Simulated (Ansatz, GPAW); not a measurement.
Given: the input of a run of GPAW 26.7.0 (ASE script) on K. This isn't the form of K at room conditions, which is bcc.

The input run.py:

```python
from ase.dft.bandgap import bandgap
from ase.io import read, write
from ase.units import Bohr, GPa
from gpaw import GPAW, PW, setup_paths
from gpaw.elf import elf_from_dft_calculation

setup_paths.insert(0, '.')

atoms = read('POSCAR')

calc = GPAW(mode=PW(600),
            xc='PBEsol',
            kpts={'size': (7, 7, 7), 'gamma': True},
            occupations={'name': 'methfessel-paxton', 'order': 0, 'width': 0.05},
            nbands=11,
            convergence={'density': 1e-05, 'energy': 1e-05},
            maxiter=150,
            txt='gpaw.txt')
atoms.calc = calc
energy = atoms.get_potential_energy()
forces = atoms.get_forces()
stress = atoms.get_stress()
calc.write('gs.gpw')
write('result.traj', atoms)
print(f'Energy: {energy:.6f} eV')
print('Forces (eV/A):')
print(forces.round(4))
print('Stress (GPa):', (stress / GPa).round(3))
print('Fermi level:', round(calc.get_fermi_level(), 4), 'eV')
print(f'Gap: {bandgap(calc)[0]:.4f} eV, direct: {bandgap(calc, direct=True)[0]:.4f} eV')

# fields on the real-space grid
write('density.cube', atoms, data=calc.get_pseudo_density() * Bohr**3)
write('potential.cube', atoms, data=calc.get_electrostatic_potential())
write('elf.cube', atoms, data=elf_from_dft_calculation(calc).data)
```

The input POSCAR:

```
K
1.0
    0.0000000000      3.3918728180      3.3918728180
    3.3918728180      0.0000000000      3.3918728180
    3.3918728180      3.3918728180      0.0000000000
K
1
Direct
    0.0000000000      0.0000000000      0.0000000000
```

Potentials or basis: PAW data sets generated in the run's folder for this functional, pw.

Command:

```console
$ gpaw-setup -f PBEsol K
$ OMP_NUM_THREADS=1 python run.py
```

Problem. Set up the same calculation for Ansatz 0.2.0. Potentials or basis there: Ansatz PAW, cutoff 420 eV.

Solution. As run (cutoffs and basis follow the program's own potentials, and thresholds, step limits or extra output files can differ):

Contents of input.yaml:

```yaml
crystal:
  lattice:
    - [0.0, 3.391872818, 3.391872818]
    - [3.391872818, 0.0, 3.391872818]
    - [3.391872818, 3.391872818, 0.0]
  atoms:
    - { symbol: K, position: [0.0, 0.0, 0.0] }
hamiltonian:
  xc: pbesol
  pseudopotentials: { kind: paw }
kpoints:
  mp_grid: { grid: [7, 7, 7] }
scf:
  occupations: { method: gaussian, width: 0.05 }
output:
  forces: true
  stress: true
  eigenvalues: true
  write_density: true
  write_potential: true
  elf: true
  volumetric_format: npy
```

Potentials or basis: Ansatz PAW.

Launch:

```console
$ ansatz run input.yaml --threads 1 --pin off --max-ram 3584MiB --backend cpu --events-out ev --progress --plain --runs-dir out
```

Both were run:

|  | GPAW | Ansatz |
| --- | --- | --- |
| Pressure | -0.3 GPa | -0.3 GPa |

Ansatz's pressure holds a Pulay term of +0.00 GPa for its cutoff of 420 eV, which the other run lacks.

Ansatz's potentials were made for PBE.

Where Ansatz's input types no cutoff or centring, it takes its own default and a Γ-centred mesh.

Pressure is positive in compression.
